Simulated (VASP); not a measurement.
# TiTe2 (P-3m1) in VASP: further runs, part 2 of 2

VASP 6.6.1. Earlier steps stand in the parts before.

## 3. Relaxation of cell and atoms, LDA

This run uses another cell than the first one, of 24.57 Å³/atom, 0.918 times its volume.

Contents of INCAR:

```
PREC     = Accurate       # precision mode
ENCUT    = 520            # plane-wave cutoff, eV
EDIFF    = 1E-7           # SCF threshold, eV
ISMEAR   = 0              # smearing method
SIGMA    = 0.02           # smearing width, eV
LREAL    = F              # projectors in reciprocal space
LASPH    = T              # aspherical terms in the spheres
NELM     = 80             # most SCF steps
ALGO     = Normal         # electronic algorithm
ISIF     = 3              # what is computed and relaxed
LWAVE    = F              # write WAVECAR
LCHARG   = F              # write CHGCAR
GGA      = CA             # functional
IBRION   = 2              # ionic algorithm
NSW      = 80             # ionic steps
EDIFFG   = -0.002         # ionic threshold
```

Contents of KPOINTS:

```
regular mesh
0
Gamma
  9 9 6
```

Contents of POSCAR:

```
TiTe2                                   
1.0
    3.6699303405      0.0000000000      0.0000000000
   -1.8349651702      3.1782529049      0.0000000000
    0.0000000000     -0.0000000000      6.3205799480
  Ti              Te            
     1     2
Direct
     0.0000000000000000    0.0000000000000000    0.0000000000000000
     0.6666666699999979    0.3333333300000021    0.2700605800041097
     0.3333333300000021    0.6666666699999979    0.7299394199958905
```

Potentials or basis: VASP PAW LDA potentials, release 64 (Ti_sv, Te).

Started as:

```sh
cat potpaw_LDA.64/Ti_sv/POTCAR potpaw_LDA.64/Te/POTCAR > POTCAR
mpirun -np 1 vasp_std > vasp.out
```

OUTCAR:

```text
PREC = Accurate
   ENCUT = 520
   EDIFF = 1E-7
   ISMEAR = 0
   LREAL = F
   LASPH = T
   NELM = 80
   ISIF = 3
   GGA = CA
   IBRION = 2
   NSW = 80
   EDIFFG = -0.002

 ion  position               nearest neighbor table
   1  0.000  0.000  0.000-   3 2.72   2 2.72   3 2.72   2 2.72   3 2.72   2 2.72
   2  0.667  0.333  0.270-   1 2.72   1 2.72   1 2.72   3 3.60   3 3.60   3 3.60
   3  0.333  0.667  0.730-   1 2.72   1 2.72   1 2.72   2 3.60   2 3.60   2 3.60

  LATTYP: Found a hexagonal cell.
 ALAT       =     3.6699303405
 C/A-ratio  =     1.7222615586

  Lattice vectors:

 A1 = (   3.6699303405,   0.0000000000,   0.0000000000)
 A2 = (  -1.8349651702,   3.1782529049,   0.0000000000)
 A3 = (   0.0000000000,   0.0000000000,   6.3205799480)

Analysis of symmetry for initial positions (statically):
[... 263 lines left out ...]

 val. band max:        7.6948382006   @ k =   0.0000   0.1111   0.1667
 cond. band min:       7.7135438353   @ k =   0.0000   0.4444   0.1667
 fundamental gap:      0.0187056348
 Fermi energy:         7.7079614128

 k-point     1 :       0.0000    0.0000    0.0000
  band No.  band energies     occupation
      1     -48.8559      2.00000
      2     -25.5121      2.00000
      3     -25.5121      2.00000
      4     -25.4872      2.00000
      5      -5.1828      2.00000
      6      -3.4033      2.00000
[... 433 lines left out ...]
      3     -25.5235      2.00000
      4     -25.4773      2.00000
      5      -4.1131      2.00000
      6      -3.0711      2.00000
[... 8 lines left out ...]
     15       9.2012      0.00000
     16      10.5612      0.00000

 [... further k-points ...]

------------------------ aborting loop because EDIFF is reached ----------------------------------------

  FORCE on cell =-STRESS in cart. coord.  units (eV):
  Direction    XX          YY          ZZ          XY          YZ          ZX
  --------------------------------------------------------------------------------------
  -------------------------------------------------------------------------------------
  Total        0.0021968      0.0021968      0.0049664      0.0000000     -0.0000000     -0.0000000
  in kB        0.0477454      0.0477454      0.1079396      0.0000000     -0.0000000     -0.0000000
  external PRESSURE =       0.0678101 kB  Pullay stress =       0.0000000 kB
[... 18 lines left out ...]
  FREE ENERGIE OF THE ION-ELECTRON SYSTEM (eV)
  ---------------------------------------------------
  free  energy   TOTEN  =       -18.3464622277 eV

  energy  without entropy=      -18.3460853429  energy(sigma->0) =      -18.34627379

 reached required accuracy - stopping structural energy minimisation
```

OSZICAR:

```text
N       E                     dE             d eps       ncg     rms          rms(c)
DAV:   1     0.178304733156E+03    0.17830E+03   -0.11117E+04  1984   0.141E+03
DAV:   2    -0.405677097080E+01   -0.18236E+03   -0.18102E+03  2192   0.346E+02
[... 25 lines left out ...]
       N       E                     dE             d eps       ncg     rms          rms(c)
DAV:   1    -0.183464722190E+02   -0.10710E-04   -0.21265E-04  2536   0.175E-01    0.280E-02
DAV:   2    -0.183464734923E+02   -0.12733E-05   -0.23782E-04  2576   0.118E-01    0.211E-02
DAV:   3    -0.183464628338E+02    0.10658E-04   -0.11060E-04  2672   0.633E-02    0.797E-03
DAV:   4    -0.183464621955E+02    0.63838E-06   -0.34098E-06  2480   0.167E-02    0.204E-03
DAV:   5    -0.183464622277E+02   -0.32256E-07   -0.60514E-07  2592   0.455E-03
   3 F= -.18346462E+02 E0= -.18346274E+02  d E =-.796263E-09
```

CONTCAR:

```text
TiTe2
   1.00000000000000
     3.6698233734940149   -0.0000000000000017    0.0000000000000000
    -1.8349116866970105    3.1781602687554589    0.0000000000000000
     0.0000000000000000    0.0000000000000000    6.3204773196558346
  Ti              Te
     1     2
Direct
     0.0000000000000000    0.0000000000000000    0.0000000000000000
     0.6666666699999979    0.3333333300000021    0.2700600092966384
     0.3333333300000021    0.6666666699999979    0.7299399907033687

  0.00000000E+00  0.00000000E+00  0.00000000E+00
  0.00000000E+00  0.00000000E+00  0.00000000E+00
  0.00000000E+00  0.00000000E+00  0.00000000E+00
```

Wall time 59 s (1 thread of Intel Xeon 6975P-C (Granite Rapids), shared host); peak memory 0.21 GiB.

What came out:

```
Free energy               : -18.3465 eV
Energy gained by relaxing : 0.0 meV/atom
Ionic steps               : 3
Pressure after relaxing   : 0.0 GPa
Band gap on the k mesh    : none (metal or under the smearing width)
```

Final structure:
```xyz
3
Lattice="3.6698 0.0000 0.0000 -1.8349 3.1782 0.0000 0.0000 0.0000 6.3205" Properties=species:S:1:pos:R:3 pbc="T T T"
Ti    0.0000    0.0000    0.0000
Te    1.8349    1.0594    1.7069
Te    0.0000    2.1188    4.6136
```

Levels at points of the mesh, in eV from the Fermi level:
| k point | band 9 | band 10 | band 11 | band 12 | band 13 | band 14 | band 15 | band 16 |
| --- | --- | --- | --- | --- | --- | --- | --- | --- |
| (0.00, 0.00, 0.00) | -1.64 | 0.24 | 0.44 | 0.44 | 0.83 | 1.37 | 1.37 | 3.26 |
| (0.00, 0.00, 0.50) | -1.54 | -1.54 | 0.43 | 0.43 | 0.93 | 0.93 | 1.16 | 3.85 |

## 4. Relaxation of the atoms, LDA (a relaxed cell with its volume scaled by 0.98)

Changes to INCAR since step 3:

```diff
@@ -9,3 +9,3 @@
 ALGO     = Normal         # electronic algorithm
-ISIF     = 3              # what is computed and relaxed
+ISIF     = 2              # what is computed and relaxed
 LWAVE    = F              # write WAVECAR
```

KPOINTS is that of step 3.

Contents of POSCAR:

```
TiTe2                                   
1.0
    3.6451929443     -0.0000000000      0.0000000000
   -1.8225964721      3.1568296914      0.0000000000
    0.0000000000      0.0000000000      6.2780567306
  Ti              Te            
     1     2
Direct
     0.0000000000000000    0.0000000000000000    0.0000000000000000
     0.6666666699999979    0.3333333300000021    0.2700600092966384
     0.3333333300000021    0.6666666699999979    0.7299399907033687
```

Started as:

```sh
cat potpaw_LDA.64/Ti_sv/POTCAR potpaw_LDA.64/Te/POTCAR > POTCAR
mpirun -np 1 vasp_std > vasp.out
```

Run time: 65 s. Hardware: 1 thread of Intel Xeon 6975P-C (Granite Rapids), shared host; peak memory 0.21 GiB.

Results (log left out):

| Property | Result |
| --- | --- |
| Free energy | -18.3419 eV |
| Energy gained by relaxing | 1.0 meV/atom |
| Ionic steps | 4 |
| Pressure after relaxing | 1.0 GPa |
| Band gap on the k mesh | none (metal or under the smearing width) |

Stress tensor (GPa, compression positive):
```
1.03 0.00 0.00
0.00 1.03 0.00
0.00 0.00 0.87
```

The path:
| step | energy change (eV) | largest force (eV/Å) | pressure (GPa) |
| --- | --- | --- | --- |
| 1 | 0.0000 | 0.1785 | 1.61 |
| 2 | -0.0023 | 0.0840 | 1.28 |
| 3 | -0.0029 | 0.0051 | 0.97 |
| 4 | -0.0029 | 0.0000 | 0.98 |

Final structure:
```xyz
3
Lattice="3.6452 0.0000 0.0000 -1.8226 3.1568 0.0000 0.0000 0.0000 6.2781" Properties=species:S:1:pos:R:3 pbc="T T T"
Ti    0.0000    0.0000    0.0000
Te    1.8226    1.0523    1.7118
Te    0.0000    2.1046    4.5663
```

Levels at points of the mesh, in eV from the Fermi level:
```tsv
k point	band 9	band 10	band 11	band 12	band 13	band 14	band 15	band 16
(0.00, 0.00, 0.00)	-1.62	0.21	0.46	0.46	0.90	1.45	1.45	3.27
(0.00, 0.00, 0.50)	-1.51	-1.51	0.45	0.45	0.96	0.96	1.20	3.92
```

The run has no spin-orbit coupling, so splittings on Te are missing.
